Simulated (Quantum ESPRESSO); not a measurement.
BN in Quantum ESPRESSO: the effect of functional

The system is BN.

```xyz
2
Lattice="0.0000 1.8130 1.8130 1.8130 0.0000 1.8130 1.8130 1.8130 0.0000" Properties=species:S:1:pos:R:3 pbc="T T T"
N     0.9065    0.9065    0.9065
B     0.0000    0.0000    0.0000
```

The cell is a database's computed one.

Alike in all runs:

```yaml
Program: Quantum ESPRESSO 7.5
Task: band structure
Potentials_or_basis: SG15 PBE 1.2
Cutoff: 1197 eV
Density_cutoff: 4789 eV
k_mesh: 13 × 13 × 13
Occupations: fermi-dirac, width 0.05 eV
Spin: no spin polarisation
```

| functional | gap on the mesh (eV) | pressure (GPa) |
| --- | --- | --- |
| LDA | 4.30 | -4.4 |
| PBEsol | 4.37 | -4.4 |
| RPBE | 4.70 | -0.1 |
| AM05 | 4.35 | -4.4 |
| rev-vdW-DF2 | ? | ? |

Problem. What does the run with functional rev-vdW-DF2 give?

Solution. gap on the mesh 4.64 eV; pressure -2.9 GPa.

Caveats: the potentials were made for another functional, which shifts forces and pressure.

A k mesh can miss the band edges.

Runs at the PBE level aren't shown here.
